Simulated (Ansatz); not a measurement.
**Is this Si structure a true minimum?**

The cell was found from a structure generator's guess, not taken from experiment.

Theory: DFT PBE, scalar-relativistic, plane waves, PAW (Ansatz 0.2.0). Cutoff 420 eV; k points 22×22×22 on the computed 1-atom cell (Γ-centred); Gaussian smearing, width 0.10 eV; no spin polarisation.

The cell below (1 atom, space group Pm-3m (No. 221)) is relaxed within its symmetry.

```xyz
1
Lattice="2.5325 0.0000 0.0000 0.0000 2.5325 0.0000 0.0000 0.0000 2.5320" Properties=species:S:1:pos:R:3 pbc="T T T"
Si    1.2662    1.2662    1.2660
```

For the test a repeat of it with 8 atoms (edges 5.06, 5.06, 5.06 Å) was strained at random (σ = 1.5 % a component), the atoms were moved at random (σ = 0.05 Å), and all was relaxed again on a coarse 4×4×4 mesh (in the run’s order of axes) with 0.20 eV smearing, with no symmetry imposed.

Q: What happens?

A: It doesn't return. The energy falls by 127 meV/atom on that mesh, the volume changes by -5.8 %, and the end has space group Imma (No. 74) at a loose tolerance. Relaxed again on a 24×24×24 mesh with 0.10 eV smearing, the new structure lies 61 meV/atom below the first (mesh in the axes of the run's cell; the cell below is made exact in the group named). Space group I4_1/amd (No. 141), tetragonal, a = 4.815 Å, c = 2.649 Å. Around Si lie 4 Si at 2.50 Å and 2 Si at 2.65 Å.

```cif
data_structure
_symmetry_space_group_name_H-M 'I4_1/amd:1'
_symmetry_Int_Tables_number 141
_cell_length_a 4.8153
_cell_length_b 4.8153
_cell_length_c 2.6486
_cell_angle_alpha 90.000
_cell_angle_beta 90.000
_cell_angle_gamma 90.000
_cell_volume 61.41
loop_
_atom_site_label
_atom_site_type_symbol
_atom_site_symmetry_multiplicity
_atom_site_Wyckoff_symbol
_atom_site_fract_x
_atom_site_fract_y
_atom_site_fract_z
_atom_site_occupancy
Si1 Si 4 b 0.00000 0.00000 0.50000 1
```
